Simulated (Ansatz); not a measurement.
Consider the formal exchange of groups at the Sn–Se bond: `C[O][SnH]([CH3])[SeH]` + `C=CCC` → `C=C[CH2][SnH]([CH3])[O]C` + `C[SeH]`.

Computed with Ansatz on PBE0-D4/def2-TZVP structures; ΔE is electronic, products minus reactants. CCSD(T)/CBS is the MP2 limit (def2-TZVPP, def2-QZVPP) plus CCSD(T) − MP2 in def2-TZVPP, frozen cores. Functionals use def2-TZVPP. B3LYP here is the variant with VWN-RPA as its local correlation; programs differ in this. Elements past krypton have def2 core potentials. For Se, Sn outer-core shells are correlated without core-valence functions, which leaves a few kJ/mol of doubt a bond. Scalar relativity is left out up to krypton. Each species was taken in one conformer, which may not be the lowest.

| level | ΔE (kcal/mol) |
| --- | --- |
| PBE0-D4 | 26.5 |
| ωB97M-V | 26.0 |
| r2SCAN | 26.7 |
| B3LYP | 26.9 |
| HF/def2-TZVPP | 30.0 |
| MP2/def2-QZVPP | 25.4 |
| HF/CBS(def2) | 30.0 |
| MP2/CBS(def2) | 26.1 |

(1) What does CCSD(T)/CBS give? (Best estimate.)

Largest T1 diagnostic among the species: 0.012.

Results:

(1) Computed: +26.0 kcal/mol. The listed levels differ from it by 0.5, 0.0, 0.7, 0.9, 4.0, -0.6, 4.0, 0.1 kcal/mol.

In def2-TZVPP, CCSD(T) changes the Hartree–Fock value by −5.6 kcal/mol (the triples alone add −0.6 kcal/mol) and MP2 by −5.6 kcal/mol. From PBE to PBE0 (25 % exact exchange), in def2-TZVPP and without D4, ΔE moves by +1.2 kcal/mol.

CCSD(T)/CBS has its own doubt, a few kJ/mol and more with outer-core shells, so smaller differences from it don't rank the levels.
